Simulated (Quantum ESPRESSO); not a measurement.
Runs of Quantum ESPRESSO 7.5 on PtSe2 (Sudovikovite). Symmetry: P-3m1, No. 164, trigonal system. The conventional cell has a = 3.724 Å, b = 3.724 Å, c = 5.062 Å, α = 90.00°, β = 90.00°, γ = 120.00°. Pt (site symmetry -3m) has 6 Se at 2.49 Å as nearest neighbours. Se (site symmetry 3m) has 3 Pt at 2.49 Å as nearest neighbours. 

```tsv
task	level	potentials or basis	cell	k mesh	cutoff (eV)	form of the LDA correlation	SCF threshold	symmetry	gap on the mesh (eV)	pressure (GPa)	V0 of scaled cells (Å³/atom)	B0 (GPa)	largest force (eV/Å)
band structure	LDA	GBRV 1.5 LDA	as given	8 × 8 × 5	612	PZ81	6e-10 Ry	-	none	-0.7	-	-	0.20
single point	PBEsol	GBRV 1.5 PBEsol	atoms moved at random, drawn with an rms of 0.05 Å	8 × 8 × 5	612	-	6e-10 Ry	-	none	1.7	-	-	1.96
equation of state	PBEsol	GBRV 1.5 PBEsol	as given	8 × 8 × 5	612	-	6e-10 Ry	-	-	-	(b)	128	-
equation of state	LDA	GBRV 1.5 LDA	as given	8 × 8 × 5	612	PZ81	6e-10 Ry	-	-	-	20.19	(c)	-
single point	PBEsol	GBRV 1.5 PBEsol	as given	8 × 8 × 5	612	-	6e-10 Ry	-	none	1.8	-	-	0.33
equation of state	r2SCAN	SG15 PBE 1.2	as given	7 × 7 × 4	952	-	1e-08 Ry	off	-	-	(a)	122	-
band structure	r2SCAN	SG15 PBE 1.2	as given	6 × 6 × 4	952	-	1e-08 Ry	off	none	5.3	-	-	0.39
```

Alike in all rows: no spin polarisation; smearing fermi-dirac 0.05 eV.

Problem. Estimate the missing entries.

Solution. (a) 21.08; (b) 20.57; (c) 136.

Caveats: the cell was scaled at fixed shape and fractional positions, which overstates the stiffness of a crystal with free parameters, most of all of layers and chains (some runs); spin-orbit coupling is left out, which moves the levels of the heavy elements (some runs); the potentials were made for another functional, which shifts forces and pressure (some runs).

A k mesh can miss the band edges, and the runs leave out spin-orbit coupling on Pt, Se.

A gap of «none» marks a metal or a gap under the smearing width.

The runs don't all hold the same shells in valence.
